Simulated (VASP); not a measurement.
# BN (Fmm2) in VASP: notebook

The runs below take BN through single point, with PBE.

Program: VASP 6.6.1. These are calculated values, not measurements. Logs are shortened: lines on timing, memory, paths and dates and some standing lists are left out, and cuts for length are marked.

## 1. Starting point

The structure is orthorhombic, space group Fmm2 (No. 42). Conventional cell: a = 2.503 Å, b = 6.991 Å, c = 4.332 Å, α = 90.00°, β = 90.00°, γ = 90.00°. N (site symmetry mm2) has 3 B at 1.44 Å as nearest neighbours. B (site symmetry mm2) has 3 N at 1.44 Å as nearest neighbours.

Measurements of this composition are mostly on another form, of space group No. 194.

## 2. Single point, PBE

INCAR

```
PREC = Accurate
ENCUT = 650
EDIFF = 1E-7
ISMEAR = 0
SIGMA = 0.05
LREAL = False
LASPH = True
NELM = 100
ALGO = Normal
ISIF = 2
LWAVE = False
LCHARG = False
GGA = PE
ADDGRID = False
```

KPOINTS

```
regular mesh
0
Gamma
  5 5 5
```

POSCAR

```
BN
1.0
    0.0000000000      3.4953158300      2.1660912400
    1.2516321000      0.0000000000      2.1660912400
    1.2516321000      3.4953158300      0.0000000000
N B
1 1
Direct
    0.6643870000      0.6373240000      0.3259630000
   -0.0156690000     -0.0240960000      1.0349220000
```

Potentials or basis: VASP PAW PBE potentials, release 64 (N_s, B_s).

Run with:

```bash
cat potpaw_PBE.64/N_s/POTCAR potpaw_PBE.64/B_s/POTCAR > POTCAR
mpirun -np 1 vasp_std > vasp.out
```

OUTCAR:

```text
PREC = Accurate
   ENCUT = 650
   EDIFF = 1E-7
   ISMEAR = 0
   LREAL = False
   LASPH = True
   NELM = 100
   ISIF = 2
   GGA = PE

 Found     63 irreducible k-points:

 Following reciprocal coordinates:
            Coordinates               Weight
  0.000000  0.000000  0.000000      1.000000
  0.200000 -0.000000 -0.000000      2.000000
 -0.200000 -0.200000 -0.200000      2.000000
 -0.000000  0.200000  0.000000      2.000000
  0.000000  0.000000  0.200000      2.000000
  0.400000  0.000000  0.000000      2.000000
   k-points           NKPTS =     63   k-points in BZ     NKDIM =     63   number of bands    NBANDS=      8
   number of dos      NEDOS =    301   number of ions     NIONS =      2
   total plane-waves  NPLWV =  27648
   dimension x,y,z NGX =    36 NGY =   24 NGZ =   32
   dimension x,y,z NGXF=    72 NGYF=   48 NGZF=   64
   ions per type =               1   1
   NGX,Y,Z   is equivalent  to a cutoff of  14.55, 15.95, 14.33 a.u.
   NGXF,Y,Z  is equivalent  to a cutoff of  29.11, 31.90, 28.66 a.u.
 SYSTEM =  unknown system
   PREC   = accura    normal or accurate (medium, high low for compatibility)
   ISTART =      0    job   : 0-new  1-cont  2-samecut
   ICHARG =      2    charge: 1-file 2-atom 10-const
   ISPIN  =      1    spin polarized calculation?
   LNONCOLLINEAR =      F non collinear calculations
   LSORBIT =      F    spin-orbit coupling
   LASPH  =      T    aspherical Exc in radial PAW
   ENCUT  =  650.0 eV  47.77 Ry    6.91 a.u.   8.55  5.20  7.72*2*pi/ulx,y,z
   NELM   =    100;   NELMIN=  2; NELMDL= -5     # of ELM steps
   EDIFF  = 0.1E-06   stopping-criterion for ELM
   LREAL  =      F    real-space projection
   EDIFFG = 0.1E-05   stopping-criterion for IOM
   NSW    =      0    number of steps for IOM
   IBRION =     -1    ionic relax: 0-MD 1-quasi-New 2-CG
   NFREE  =      0    steps in history (QN), initial steepest desc. (CG)
   ISIF   =      2    stress and relaxation
   ISYM   =      2    0-nonsym 1-usesym 2-fastsym
   POTIM  = 0.5000    time-step for ionic-motion
   TEBEG  =    0.0;   TEEND  =   0.0 temperature during run
   PSTRESS=    0.0 pullay stress
   NELECT =       8.0000    total number of electrons
   NUPDOWN=      -1.0000    fix difference up-down
   EMIN   =  10.00;   EMAX   =-10.00  energy-range for DOS
   EFERMI =   0.00;   METHOD = LEGACY
   ISMEAR =     0;   SIGMA  =   0.05  broadening in eV -4-tet -1-fermi 0-gaus
   EFERMI_NEDOS =   21; number of points for ismear=-14 and -15
   IALGO  =     38    algorithm
   IMIX   =      4    mixing-type and parameters
     AMIX     =   0.40;   BMIX     =  1.00
     AMIX_MAG =   1.60;   BMIX_MAG =  1.00
  volume/ion in A,a.u.               =       9.48        63.95
  Fermi-wavevector in a.u.,A,eV,Ry     =   1.228047  2.320672 20.518928  1.508099
  Thomas-Fermi vector in A             =   2.362987
   LORBIT       =      0    0 simple, 1 ext, 2 COOP (PROOUT), +10 PAW based schemes
   GGA     = PE    functional components
   LHFCALC =     F    Hartree Fock is set to
   AEXX    =    0.0000 exact exchange contribution
   IVDW    =     0    specifies the selected vdW correction
   LEPSILON=     F    determine dielectric tensor
   LRPA    =     F    only Hartree local field effects (RPA)
 non-spin polarized calculation
 Gauss-broadening in eV      SIGMA  =   0.05
  energy-cutoff  :      650.00
  volume of cell :       18.95
 maximum number of plane-waves:       721
 NGX is ok and might be reduce to    36
   NGX = 17   NGY = 11   NGZ = 15

 number of electron       8.0000000 magnetization

 Free energy of the ion-electron system (eV)
  ---------------------------------------------------
  ext. energy  EPLUGINS =         0.00000000
  ---------------------------------------------------
  free energy    TOTEN  =       -17.41118326 eV

  energy without entropy =      -17.41118326  energy(sigma->0) =      -17.41118326

 E-fermi :   3.2066     XC(G=0):  -9.7070

 val. band max:        2.9913061082   @ k =   0.4000   0.4000  -0.2000
 cond. band min:       7.1197723472   @ k =   0.0000   0.4000   0.4000
 fundamental gap:      4.1284662389
 Fermi energy:         3.2065873511

 k-point     1 :       0.0000    0.0000    0.0000
  band No.  band energies     occupation
      1     -14.7097      2.00000
      2      -1.3095      2.00000
      3       1.0829      2.00000
      4       2.5207      2.00000
      5       7.8427      0.00000
      6      13.7551      0.00000
      7      15.6504      0.00000
      8      16.2132      0.00000

 k-point     2 :       0.2000   -0.0000   -0.0000
  band No.  band energies     occupation
      1     -13.9151      2.00000
      2      -0.6233      2.00000
      3      -0.4548      2.00000
      4       0.1023      2.00000
      5       9.4099      0.00000
      6      13.6486      0.00000
      7      14.4149      0.00000
      8      18.4801      0.00000

 k-point     3 :      -0.2000   -0.2000   -0.2000
  band No.  band energies     occupation
      1     -13.9411      2.00000
      2      -1.2807      2.00000
      3      -0.5040      2.00000
      4       1.0594      2.00000
      5       9.3517      0.00000
      6      13.5777      0.00000
      7      14.6190      0.00000
      8      17.4125      0.00000

 k-point     4 :      -0.0000    0.2000    0.0000
  band No.  band energies     occupation
      1     -13.9412      2.00000
      2      -1.2889      2.00000
      3      -0.4903      2.00000
      4       1.0583      2.00000
      5       9.3156      0.00000
      6      13.6884      0.00000
      7      14.5321      0.00000
      8      17.4023      0.00000

 k-point     5 :       0.0000    0.0000    0.2000
  band No.  band energies     occupation
      1     -13.9151      2.00000
      2      -0.6960      2.00000
      3      -0.3733      2.00000
      4       0.1038      2.00000
      5       9.3324      0.00000
      6      13.7547      0.00000
      7      14.3665      0.00000
      8      18.4826      0.00000

 k-point     6 :       0.4000    0.0000    0.0000
  band No.  band energies     occupation
      1     -11.9764      2.00000
      2      -4.8132      2.00000
      3      -1.2046      2.00000
      4       1.3309      2.00000
      5       9.2397      0.00000
      6      12.5544      0.00000
      7      15.1413      0.00000
      8      19.8452      0.00000

 [... further k-points ...]
[... 5 lines left out ...]
  --------------------------------------------------------------------------------------
  -------------------------------------------------------------------------------------
  Total        0.7030387      0.0507366      1.0703085     -0.2397519      0.0394378      0.7735387
  in kB       59.4319504      4.2890584     90.4794007    -20.2676234      3.3339052     65.3917255
  external PRESSURE =      51.4001365 kB  Pullay stress =       0.0000000 kB

 VOLUME and BASIS-vectors are now :
 -----------------------------------------------------------------------------
  energy-cutoff  :      650.00
  volume of cell :       18.95
      direct lattice vectors                 reciprocal lattice vectors
     0.000000000  3.495315830  2.166091240    -0.399478409  0.143048590  0.230830535
     1.251632100  0.000000000  2.166091240     0.399478409 -0.143048590  0.230830535
     1.251632100  3.495315830  0.000000000     0.399478409  0.143048590 -0.230830535

 POSITION                                       TOTAL-FORCE (eV/Angst)
 -----------------------------------------------------------------------------------
      1.20568      3.46159      2.81962         2.373068      1.283176     -0.548854
      1.26518      3.56261      4.24605        -2.373068     -1.283176      0.548854
 -----------------------------------------------------------------------------------
    total drift:                                0.000035     -0.000010      0.000019

  FREE ENERGIE OF THE ION-ELECTRON SYSTEM (eV)
  ---------------------------------------------------
  free  energy   TOTEN  =       -17.4111832591 eV

  energy  without entropy=      -17.4111832591  energy(sigma->0) =      -17.41118326
```

Wall time 8 s (1 thread of Intel Xeon 6975P-C (Granite Rapids), shared host); peak memory 0.16 GiB.

The run converged, but some of its settings lie outside the range that counts as converged, so its numbers aren't taken as properties of the crystal.

Results:

```yaml
Free_energy: -17.4112 eV
Pressure: 5.1 GPa
Largest_force: 2.753 eV/Å
Band_gap_on_the_k_mesh: 4.13 eV, indirect (least direct gap 4.76 eV)
```

Caveat: the k mesh is coarse (spacing up to 0.61 Å⁻¹), so the values aren't converged; an odd mesh through Γ misses points on the zone boundary, where band edges often lie.

## 3. Single point, PBE

Changes to INCAR since step 2:

```diff
@@ -1,3 +1,3 @@
 PREC = Accurate
-ENCUT = 650
+ENCUT = 460
 EDIFF = 1E-7
```

KPOINTS

```
regular mesh
0
Gamma
  6 6 6
```

POSCAR

```
BN
1.0
    0.0000000000      3.4953158300      2.1660912400
    1.2516321000      0.0000000000      2.1660912400
    1.2516321000      3.4953158300      0.0000000000
N B
1 1
Direct
    0.6666513400      0.6666513400      0.3333486600
    0.0000486500      0.0000486500      0.9999513500
```

Potentials or basis: VASP PAW PBE potentials, release 64 (N_s, B_s).

Run with:

```bash
cat potpaw_PBE.64/N_s/POTCAR potpaw_PBE.64/B_s/POTCAR > POTCAR
mpirun -np 1 vasp_std > vasp.out
```

It took 4.9 s on 1 thread of Intel Xeon 6975P-C (Granite Rapids), shared host; peak memory 0.13 GiB.

These settings aren't checked as converged: the numbers below hold their error.

What came out:

```
Free energy            : -17.5566 eV
Pressure               : 4.0 GPa
Largest force          : 0.010 eV/Å
Band gap on the k mesh : 3.85 eV, indirect (least direct gap 4.56 eV)
```

Caveat: the k mesh is coarse (spacing up to 0.51 Å⁻¹), so the values aren't converged.

## 4. Single point, PBE

INCAR is that of step 3.

KPOINTS is that of step 3.

POSCAR

```
BN
1.0
    0.0000000000      3.4953158300      2.1660912400
    1.2516321000      0.0000000000      2.1660912400
    1.2516321000      3.4953158300      0.0000000000
N B
1 1
Direct
    0.6643870000      0.6373240000      0.3259630000
   -0.0156690000     -0.0240960000      1.0349220000
```

Run with:

```bash
cat potpaw_PBE.64/N_s/POTCAR potpaw_PBE.64/B_s/POTCAR > POTCAR
mpirun -np 1 vasp_std > vasp.out
```

Run time: 9.6 s. Hardware: 1 thread of Intel Xeon 6975P-C (Granite Rapids), shared host; peak memory 0.14 GiB.

The run converged, but some of its settings lie outside the range that counts as converged, so its numbers aren't taken as properties of the crystal.

What came out:

```
Free energy            : -17.4125 eV
Pressure               : 4.7 GPa
Largest force          : 2.752 eV/Å
Band gap on the k mesh : 3.71 eV, indirect (least direct gap 4.54 eV)
```

Caveat: the k mesh is coarse (spacing up to 0.51 Å⁻¹), so the values aren't converged.

## 5. Single point, PBE

Changes to INCAR since step 4:

```diff
@@ -4,3 +4,3 @@
 ISMEAR = 0
-SIGMA = 0.05
+SIGMA = 0.5
 LREAL = False
```

KPOINTS is that of step 4.

POSCAR

```
BN
1.0
    0.0000000000      3.4953158300      2.1660912400
    1.2516321000      0.0000000000      2.1660912400
    1.2516321000      3.4953158300      0.0000000000
N B
1 1
Direct
    0.6666513400      0.6666513400      0.3333486600
    0.0000486500      0.0000486500      0.9999513500
```

Run with:

```bash
cat potpaw_PBE.64/N_s/POTCAR potpaw_PBE.64/B_s/POTCAR > POTCAR
mpirun -np 1 vasp_std > vasp.out
```

Run time: 4.6 s. Hardware: 1 thread of Intel Xeon 6975P-C (Granite Rapids), shared host; peak memory 0.13 GiB.

The run converged, but some of its settings lie outside the range that counts as converged, so its numbers aren't taken as properties of the crystal.

What came out:

```
Free energy            : -17.5566 eV
Pressure               : 4.0 GPa
Largest force          : 0.010 eV/Å
Band gap on the k mesh : 3.85 eV, indirect (least direct gap 4.56 eV)
```

Caveat: the k mesh is coarse (spacing up to 0.51 Å⁻¹), so the values aren't converged.
